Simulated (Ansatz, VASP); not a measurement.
## Cr: VASP beside Ansatz

The input INCAR:

```
PREC = Accurate ; ENCUT = 520
EDIFF = 1E-6 ; ISMEAR = -1
SIGMA = 0.03 ; LREAL = False
LASPH = True ; NELM = 150
ALGO = Normal ; ISIF = 2
LWAVE = False ; LCHARG = False
ISPIN = 2 ; MAGMOM = 3 3
LORBIT = 11 ; LMAXMIX = 4
NBANDS = 23
```

Contents of KPOINTS:

```
regular mesh
0
Gamma
  12 12 7
```

File POSCAR:

```
Cr
1.0
    2.7140000000      0.0000000000      0.0000000000
   -1.3570000000      2.3503929459      0.0000000000
    0.0000000000      0.0000000000      4.4100000000
Cr
2
Direct
    0.3333333333      0.6666666667      0.2500000000
    0.6666666667      0.3333333333      0.7500000000
```

Input for Ansatz:

```yaml
crystal:
  lattice:
    - [2.714, 0.0, 0.0]
    - [-1.357, 2.3503929459, 0.0]
    - [0.0, 0.0, 4.41]
  atoms:
    - { symbol: Cr, position: [0.3333333333, 0.6666666667, 0.25], spin: 3.0 }
    - { symbol: Cr, position: [0.6666666667, 0.3333333333, 0.75], spin: 3.0 }
magnetization:
  spin_polarized: true
kpoints:
  mp_grid: { grid: [12, 12, 7] }
scf:
  occupations: { method: fermi_dirac, width: 0.03 }
  lower_state_search: "off"
hamiltonian:
  xc: lda
  pseudopotentials: { kind: paw }
output:
  forces: true
  stress: true
  eigenvalues: true
  populations: true
```

Alike in both runs: task single point; functional LDA; k mesh 12 × 12 × 7; occupations fermi-dirac, width 0.03 eV; collinear spin.

|  | VASP | Ansatz |
| --- | --- | --- |
| version | VASP 6.6.1 | Ansatz 0.2.0 |
| potentials or method | VASP PAW LDA potentials, release 64 (Cr_pv) | PAW with Ansatz's default frozen-core files, scalar-relativistic |
| plane-wave cutoff (eV) | 520 | 420 |
| valence electrons in the cell | 24 | 28 |

|  | VASP | Ansatz | Ansatz less VASP |
| --- | --- | --- | --- |
| net moment per atom (μB) | 0.50 | 0.56 | +0.062 |
| size of the moment on the site where the two differ most (μB) | 0.46 | 0.51 | +0.051 |

Site moments also hang on the region over which each program counts them. The two sets of potentials don't hold the same shells in valence.
